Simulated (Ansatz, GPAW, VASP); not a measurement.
# GaAs: programs and potentials compared

```xyz
2
Lattice="0.0000 2.8268 2.8268 2.8268 0.0000 2.8268 2.8268 2.8268 0.0000" Properties=species:S:1:pos:R:3 pbc="T T T"
As    4.2403    4.2403    4.2403
Ga    0.0000    0.0000    0.0000
```

Alike in all runs: task single point; functional PBE; k mesh 8 × 8 × 8; occupations gaussian, width 0.015 eV; no spin polarisation; no spin-orbit coupling. Pressure is positive in compression and, in plane waves, holds the error of the finite cutoff.

```json
{"program and potentials": "GPAW, GPAW PAW data sets (gpaw-data 1.2.1)", "plane-wave cutoff (eV)": "600", "notes": "4 valence electrons an atom on average", "band gap (eV)": "0.59", "pressure (GPa)": "4.33"}
{"program and potentials": "Ansatz, all-electron LAPW, scalar-relativistic", "plane-wave cutoff (eV)": "-", "notes": "-", "band gap (eV)": "0.52", "pressure (GPa)": "3.27"}
{"program and potentials": "VASP, PBE PAW files As, Ga_d, 520 eV", "plane-wave cutoff (eV)": "520", "notes": "9 valence electrons an atom on average", "band gap (eV)": "0.52", "pressure (GPa)": "3.46"}
```

The band gap spans 0.52 (VASP, PBE PAW files As, Ga_d, 520 eV) to 0.59 eV (GPAW, GPAW PAW data sets (gpaw-data 1.2.1)), with all-electron results at 0.52. The pressure spans 3.27 (Ansatz, all-electron LAPW, scalar-relativistic) to 4.33 GPa (GPAW, GPAW PAW data sets (gpaw-data 1.2.1)), with all-electron results at 3.27. Spin-orbit coupling, left out here, moves the band edges of heavy atoms.

Differences between rows come from potentials, basis sets and numerical settings, since the functional is the same but for its coding. Runs on potential files found faulty are left out.

The VASP run with Ga 3d in the valence reproduces the all-electron gap of 0.52 eV and comes close to its pressure, whereas the GPAW run lies higher in both. Its valence count implies that Ga 3d is frozen in the core. These shallow d states normally mix with the As 4p states at the valence-band top and push it upwards, so suppressing that mixing probably widens the gap. A rigid d shell may also add to the pressure, though other differences between the data sets could contribute.

All three gaps fall well below the measured one. Their close agreement points to the functional: PBE lacks the derivative discontinuity that separates the Kohn-Sham gap from the quasiparticle gap. The positive pressures likewise fit PBE's known underbinding, since the cell is close to the experimental one and PBE favours a larger volume. Agreement at this single volume does not establish that the programs would give the same bulk modulus.
